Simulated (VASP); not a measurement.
MgO in VASP 6.6.1, single-point calculation

INCAR

```
ISIF = 2
GGA = PE
LREAL = .FALSE.
IBRION = -1
LWAVE = .FALSE.
LCHARG = .FALSE.
LASPH = .TRUE.
EDIFF = 0.001
NELM = 120
SIGMA = 0.05
ISMEAR = -5
NBANDS = 11
ENCUT = 520
NSW = 0
PREC = Accurate
```

KPOINTS

```
KPOINTS created by Atomic Simulation Environment
0
Gamma
10 10 10
0 0 0
```

POSCAR

```
Mg O
 1.0000000000000000
     2.6233491285000001    0.0000000000000000    0.0000000000000000
     0.0000000000000000    2.6233491285000001    0.0000000000000000
     0.0000000000000000    0.0000000000000000    2.6745044364999999
 Mg  O
   1   1
Cartesian
  0.0000000000000000  0.0000000000000000  0.0000000000000000
  1.3116745642500001  1.3116745642500001  1.3372522182500002
```

The recommended PBE PAW datasets give the neutral cell 8 valence electrons.

Command

```
mpirun -np 1 vasp_std
```

OSZICAR

```
N       E                     dE             d eps       ncg     rms          rms(c)
DAV:   1     0.142644392534E+02    0.14264E+02   -0.45573E+03  3231   0.644E+02
DAV:   2    -0.114843910467E+02   -0.25749E+02   -0.25178E+02  3258   0.134E+02
DAV:   3    -0.120395158846E+02   -0.55512E+00   -0.55470E+00  3216   0.167E+01
DAV:   4    -0.120406241529E+02   -0.11083E-02   -0.11082E-02  2986   0.875E-01
DAV:   5    -0.120406271627E+02   -0.30098E-05   -0.30097E-05  2560   0.453E-02    0.704E+00
DAV:   6    -0.104566672360E+02    0.15840E+01   -0.86684E+00  2817   0.159E+01    0.223E+00
DAV:   7    -0.104160886544E+02    0.40579E-01   -0.69500E-02  2997   0.224E+00    0.131E+00
DAV:   8    -0.103893554745E+02    0.26733E-01   -0.40338E-02  3009   0.202E+00    0.245E-01
DAV:   9    -0.103890607257E+02    0.29475E-03   -0.33260E-04  1939   0.138E-01
   1 F= -.10389061E+02 E0= -.10389061E+02  d E =0.000000E+00
```

Standard output (part)

```
POSCAR found type information on POSCAR MgO
 POSCAR found :  2 types and       2 ions
 LDA part: xc-table for (Slater+PW92), standard interpolation
 POSCAR, INCAR and KPOINTS ok, starting setup
 WAVECAR not read
 entering main loop
```

From OUTCAR

```
k-points           NKPTS =    126   k-points in BZ     NKDIM =    126   number of bands    NBANDS=     11

   NELECT =       8.0000    total number of electrons

   dimension x,y,z NGX =    20 NGY =   20 NGZ =   20
   dimension x,y,z NGXF=    40 NGYF=   40 NGZF=   40

  energy-cutoff  :      520.00
  volume of cell :       18.41
      direct lattice vectors                 reciprocal lattice vectors
     2.623349129  0.000000000  0.000000000     0.381192114  0.000000000  0.000000000
     0.000000000  2.623349129  0.000000000     0.000000000  0.381192114  0.000000000
     0.000000000  0.000000000  2.674504436     0.000000000  0.000000000  0.373901044

 k-points in reciprocal lattice and weights: KPOINTS created by Atomic Simulation Env
   0.00000000  0.00000000  0.00000000       0.001
   0.10000000  0.00000000  0.00000000       0.004
   0.20000000  0.00000000  0.00000000       0.004
   0.30000000  0.00000000  0.00000000       0.004
   0.40000000  0.00000000  0.00000000       0.004
   0.50000000  0.00000000  0.00000000       0.002
   0.10000000  0.10000000  0.00000000       0.004
   0.20000000  0.10000000  0.00000000       0.008
   ...

 E-fermi :   5.1468

 k-point     1 :       0.0000    0.0000    0.0000
  band No.  band energies     occupation
      1     -13.5154      2.00000
      2       3.7463      2.00000
      3       4.0409      2.00000
      4       4.0409      2.00000
      5       7.3724      0.00000
      6      15.2183      0.00000
      7      15.5601      0.00000
      8      24.7416      0.00000
      9      25.2998      0.00000
     10      25.2998      0.00000
     11      32.1367      0.00000

 k-point     2 :       0.1000    0.0000    0.0000
  band No.  band energies     occupation
      1     -13.4160      2.00000
      2       3.1857      2.00000
      3       3.7895      2.00000
      4       4.0820      2.00000
      5       7.9855      0.00000
      6      15.4455      0.00000
      7      15.7470      0.00000
      8      24.5659      0.00000
      9      25.1554      0.00000
     10      25.4968      0.00000
     11      31.1593      0.00000

 k-point     3 :       0.2000    0.0000    0.0000
  band No.  band energies     occupation
      1     -13.1408      2.00000
      2       1.5802      2.00000
      3       3.9051      2.00000
      4       4.1917      2.00000
      5       9.0598      0.00000
      6      15.8812      0.00000
      7      16.1620      0.00000
      8      24.0474      0.00000
      9      24.7214      0.00000
     10      26.3919      0.00000
     11      29.4907      0.00000

 k-point     4 :       0.3000    0.0000    0.0000
  band No.  band energies     occupation
      1     -12.7656      2.00000
      2       0.0374      2.00000
      3       4.0535      2.00000
      4       4.3320      2.00000
      5      10.1744      0.00000
      6      15.5931      0.00000
      7      17.1656      0.00000
      8      23.3185      0.00000
      9      24.0844      0.00000
     10      26.3055      0.00000
     11      28.3810      0.00000

 k-point     5 :       0.4000    0.0000    0.0000
  band No.  band energies     occupation
      1     -12.4247      2.00000
      2      -1.0653      2.00000
      3       4.1782      2.00000
      4       4.4497      2.00000
      5      11.2351      0.00000
      6      14.8367      0.00000
      7      18.4990      0.00000
      8      22.6922      0.00000
      9      23.5142      0.00000
     10      23.6898      0.00000
     11      28.3007      0.00000

 ...

  Total        0.9281405      0.9281405     -0.5197911      0.0000000      0.0000000      0.0000000
  in kB       80.7920781     80.7920781    -45.2463859      0.0000000      0.0000000      0.0000000
  external PRESSURE =      38.7792567 kB  Pullay stress =       0.0000000 kB

 POSITION                                       TOTAL-FORCE (eV/Angst)
 -----------------------------------------------------------------------------------
      0.00000      0.00000      0.00000         0.000000      0.000000      0.000000
      1.31167      1.31167      1.33725         0.000000      0.000000      0.000000
 -----------------------------------------------------------------------------------
    total drift:                                0.000000      0.000000      0.000000

  FREE ENERGIE OF THE ION-ELECTRON SYSTEM (eV)
  ---------------------------------------------------
  free  energy   TOTEN  =       -10.3890607257 eV

  energy  without entropy=      -10.3890607257  energy(sigma->0) =      -10.38906073
```

It converged. Results: gap between bands v and c on the k mesh 2.37 eV; least direct gap on the k mesh 3.33 eV; pressure 3.9 GPa. Band v is the last that the valence electrons fill when counted band by band, and c is the next.

These settings aren't sound, so the numbers aren't properties of the crystal.

On sound settings PBE gives a gap of 2.36 eV on its mesh and a pressure of 2.5 GPa for the intended cell.

The run took about 12 s on one core of a shared host (Intel Xeon Platinum 8488C) and held 0.14 GiB at most.
